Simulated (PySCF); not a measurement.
# Choosing a basis for TDDFT

C6H7N.
Numbering: `[NH2:1][c:2]1[cH:3][cH:4][cH:5][cH:6][cH:7]1` (hydrogens: H8, H9 on N1; H10 on C3; H11 on C4; H12 on C5; H13 on C6; H14 on C7)

TDDFT with PBE0 (PySCF), vertical singlets, core orbitals frozen in the response, spherical d and f functions. Geometry: PBE0-D3(BJ)/def2-SVP; no solvent, vibrations or thermal averaging.

```json
{"basis": "6-31G*", "functions": "112", "diffuse": "no", "S1 (eV)": "4.99", "S2 (eV)": "5.88", "S3 (eV)": "6.78", "S4 (eV)": "6.94", "S5 (eV)": "7.11", "LUMO (eV)": "0.44", "α (au)": "63.8"}
{"basis": "def2-SVP", "functions": "133", "diffuse": "no", "S1 (eV)": "4.90", "S2 (eV)": "5.80", "S3 (eV)": "6.31", "S4 (eV)": "6.86", "S5 (eV)": "6.87", "LUMO (eV)": "0.14", "α (au)": "67.7"}
{"basis": "6-31+G*", "functions": "140", "diffuse": "yes", "S1 (eV)": "4.80", "S2 (eV)": "4.97", "S3 (eV)": "5.55", "S4 (eV)": "5.64", "S5 (eV)": "5.72", "LUMO (eV)": "-0.04", "α (au)": "76.4"}
{"basis": "def2-SVPD", "functions": "196", "diffuse": "yes", "S1 (eV)": "4.80", "S2 (eV)": "5.48", "S3 (eV)": "5.68", "S4 (eV)": "6.23", "S5 (eV)": "6.32", "LUMO (eV)": "-0.11", "α (au)": "78.8"}
{"basis": "aug-cc-pVDZ", "functions": "224", "diffuse": "yes", "S1 (eV)": "4.73", "S2 (eV)": "4.74", "S3 (eV)": "5.29", "S4 (eV)": "5.40", "S5 (eV)": "5.49", "LUMO (eV)": "-0.18", "α (au)": "81.4"}
{"basis": "def2-TZVP", "functions": "259", "diffuse": "no", "S1 (eV)": "4.79", "S2 (eV)": "5.56", "S3 (eV)": "5.82", "S4 (eV)": "6.54", "S5 (eV)": "6.63", "LUMO (eV)": "-0.05", "α (au)": "76.2"}
```

Question: How much do these states and the polarisability depend on the basis?

Answer: States are compared by their number. Against the largest diffuse basis here (aug-cc-pVDZ, itself not a converged limit), sets without diffuse functions differ by up to 0.26 eV in S1 and 1.62 eV in S5; the smaller diffuse sets differ by up to 0.07 and 0.82 eV. State by state, the largest deviation of a set without diffuse functions is S1 0.26, S2 1.14, S3 1.49, S4 1.54, S5 1.62 eV. The same number needn't mean the same state in each row. Against aug-cc-pVDZ the polarisability deviates by -22% in 6-31G*, -17% in def2-SVP, -6% in 6-31+G*, -3% in def2-SVPD, -6% in def2-TZVP. A single + in a Pople set puts diffuse functions on heavy atoms only.
